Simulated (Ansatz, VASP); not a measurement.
# Ga3Se: VASP beside Ansatz

Contents of INCAR:

```
SYSTEM = Ga3Se
ALGO = Normal ; EDIFF = 1E-6
ENCUT = 520 ; GGA = RE
ISIF = 2 ; ISMEAR = -1
LASPH = .True. ; LCHARG = .True.
LELF = .True. ; LREAL = .False.
LVHAR = .True. ; LWAVE = .False.
NBANDS = 30 ; NELM = 60
PREC = Accurate ; SIGMA = 0.05
```

File KPOINTS:

```
k-points
0
Gamma
  4 4 4
  0 0 0
```

File POSCAR:

```
Ga3Se
1.0
    4.4324650000      0.0000000000      0.0000000000
    0.0000000000      4.4324650000      0.0000000000
    0.0000000000      0.0000000000      4.4324650000
Se Ga
1 3
Direct
    0.0000000000      0.0000000000      0.0000000000
    0.5000000000      0.5000000000      0.0000000000
    0.5000000000      0.0000000000      0.5000000000
    0.0000000000      0.5000000000      0.5000000000
```

File input.yaml:

```yaml
crystal:
  lattice:
    - [4.432465, 0.0, 0.0]
    - [0.0, 4.432465, 0.0]
    - [0.0, 0.0, 4.432465]
  atoms:
    - { symbol: Se, position: [0.0, 0.0, 0.0] }
    - { symbol: Ga, position: [0.5, 0.5, 0.0] }
    - { symbol: Ga, position: [0.5, 0.0, 0.5] }
    - { symbol: Ga, position: [0.0, 0.5, 0.5] }
hamiltonian:
  xc: revpbe
  pseudopotentials: { kind: paw }
kpoints:
  mp_grid: { grid: [4, 4, 4] }
scf:
  occupations: { method: fermi_dirac, width: 0.05 }
  n_extra_bands: 10
output:
  forces: true
  stress: true
  eigenvalues: true
  dos: { projected: true, de: 0.05, nscf_kmesh: { grid: [6, 6, 6] } }
  write_density: true
  write_potential: true
  elf: true
  volumetric_format: npy
```

The cell comes from a database or a generator and needn't be the stable form of this composition.

Alike in both runs: functional revPBE; k mesh 4 × 4 × 4; occupations fermi-dirac, width 0.05 eV; no spin polarisation.

|  | VASP | Ansatz |
| --- | --- | --- |
| version | VASP 6.6.1 | Ansatz 0.2.0 |
| potentials or method | VASP PAW PBE potentials, release 64 (Se, Ga_d) | Ansatz PAW |
| plane-wave cutoff (eV) | 520 | 420 |
| valence electrons in the cell | 45 | 55 |
| task | single point | projected density of states |

Ansatz gave:

- gap on the k mesh at the Fermi level (eV): none
- pressure (GPa): 1.0

Q: What did VASP give for the same quantities?

A: gap on the k mesh at the Fermi level (eV): none; pressure (GPa): 1.1.

A gap of «none» marks a metal or a gap that the smearing closes. The two sets of potentials don't hold the same shells in valence.

Caveats: the PAW data sets were made with another functional, which shifts forces and pressure a little (VASP); the PAW data sets come from PBE, with cores solved anew for the run's functional, which leaves a small shift of forces and pressure (Ansatz); the density of states is complete only up to the lowest level of the last band computed (Ansatz).
